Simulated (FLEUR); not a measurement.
```cif
data_nicu3
_symmetry_space_group_name_H-M 'P 1'
_symmetry_Int_Tables_number 1
_cell_length_a 2.5562
_cell_length_b 2.5562
_cell_length_c 19.4252
_cell_angle_alpha 90.000
_cell_angle_beta 90.000
_cell_angle_gamma 90.000
_cell_volume 126.93
loop_
_atom_site_label
_atom_site_type_symbol
_atom_site_fract_x
_atom_site_fract_y
_atom_site_fract_z
_atom_site_occupancy
Cu1 Cu 0.00000 0.00000 0.36036 1
Cu2 Cu 0.50000 0.50000 0.45341 1
Cu3 Cu 0.00000 0.00000 0.54646 1
Ni4 Ni 0.50000 0.50000 0.63708 1
_calc_subject '1 ML Ni on Cu(001), 3 substrate layers: parallel and opposed starts'
_calc_method 'PBE; all-electron FLAPW film, Dirac cores, scalar-relativistic bands (and 1 further level or step)'
_calc_program 'FLEUR MaX-R8.1'
_calc_settings_of_one_run 'kmax 3.63 1/bohr, gmax 10.9 1/bohr, muffin tin radii Cu: 2.26, Ni: 2.26 bohr, lmax Cu: [8, 6], Ni: [8, 6], hist occupations, smearing width 0.05 eV, mixer Anderson, mixing 0.03, max iterations 140, stop 2.00e-5 me/bohr³, film mode on, collinear spin, 12×12×1 k-mesh, mesh matched on, starting moments 0 0 0 1 μB'
_calc_cost '4 runs, 25 min in all on 4 MPI ranks of Arm Neoverse V2, shared host (the runs of this entry)'
_calc_notes 'The run is spin-polarised, with a total moment of 0.46 μB a cell. Only 3 starts were tried; other patterns of signs, canted and longer-period orders were not. A substrate of 3 unrelaxed layers is a model; thickness and relaxation can move these numbers.'
_calc_lowest_state_found 'ferromagnetic (initial ferro +)'
_calc_largest_site_spin_moment '0.497 μB'
_calc_next_finished_state 'non-magnetic, 11.7 meV a seeded atom higher'
_calc_energy_gained_by_spin_polarisation '11.7 meV a seeded atom'
_calc_orbital_moment_on_the_atom_of_largest_spin_along_its_spin_spin_orbit_run '0.0630 μB'
```

[Logs and program files are shortened in this print: banners, set-up blocks, solver, clock and traceback lines can be left out without a mark of their own.]

[Logs are printed without paths, hosts, clocks, repeated set-up lines and the standing remarks that a program may print on its own settings, such as how far it seeks lower states.]

[Hosts, paths, dates, database ids (printed as entryN), source tags and the programs' standing remarks are cut or masked in the printed files.]

[Where a cell is said to come from a database of computed structures, the database is the Materials Project.]
